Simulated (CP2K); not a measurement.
Runs of CP2K 2026.2 on Pb. Symmetry: Fd-3m, No. 227, cubic system. Conventional cell: a = 6.878 Å, b = 6.878 Å, c = 6.878 Å, α = 90.00°, β = 90.00°, γ = 90.00°. Around Pb (site symmetry -43m) lie 4 Pb at 2.98 Å. This isn't the form of Pb at room conditions, which is fcc.

| potentials or basis | basis sets | potentials | ADDED_MOS | gap on the mesh (eV) | pressure (GPa) |
| --- | --- | --- | --- | --- | --- |
| POTENTIAL_UZH Pb GTH-PBE-q4; DZVP-MOLOPT-PBE-GTH basis | Pb DZVP-MOLOPT-PBE-GTH-q4 | Pb GTH-PBE-q4 of POTENTIAL_UZH | [10] | none | 2.5 |
| GTH_POTENTIALS Pb GTH-PBE-q4; DZVP-MOLOPT-SR-GTH basis | Pb DZVP-MOLOPT-SR-GTH-q4 | Pb GTH-PBE-q4 of GTH_POTENTIALS | [10] | none | 1.4 |
| POTENTIAL_UZH Pb GTH-PBE-q4; TZV2P-MOLOPT-PBE-GTH basis | Pb TZV2P-MOLOPT-PBE-GTH-q4 | Pb GTH-PBE-q4 of POTENTIAL_UZH | [10] | none | (b) |
| POTENTIAL_UZH Pb GTH-PBE-q4; TZVP-MOLOPT-PBE-GTH basis | Pb TZVP-MOLOPT-PBE-GTH-q4 | Pb GTH-PBE-q4 of POTENTIAL_UZH | [10] | none | 2.5 |
| GTH_POTENTIALS Pb GTH-PBE-q4; SZV-MOLOPT-SR-GTH basis | Pb SZV-MOLOPT-SR-GTH-q4 | Pb GTH-PBE-q4 of GTH_POTENTIALS | [4] | none | (a) |
| GTH_POTENTIALS Pb GTH-PBE-q4; TZVP-MOLOPT-SR-GTH basis | Pb TZVP-MOLOPT-SR-GTH-q4 | Pb GTH-PBE-q4 of GTH_POTENTIALS | [10] | none | 1.3 |
| POTENTIAL_UZH Pb GTH-PBE-q4; ccGRB-D basis | Pb ccGRB-D-q4 | Pb GTH-PBE-q4 of POTENTIAL_UZH | [10] | none | 3.4 |

Alike in all rows: task band structure; level PBE; no spin polarisation; cell as given; k mesh 7 × 7 × 7; smearing fermi-dirac 0.05 eV.

Task: Fill in the values left out.

Result: (a) 0.9; (b) 2.4.

Caveats: spin-orbit coupling is left out, which moves the levels of the heavy elements; the basis of atomic orbitals isn't converged, which shifts pressures, moduli and gaps; a minimal basis gives rough bond lengths, pressures and levels (some runs).

A k mesh can miss the band edges, and the runs leave out spin-orbit coupling on Pb.

A gap of «none» marks a metal or a gap under the smearing width.
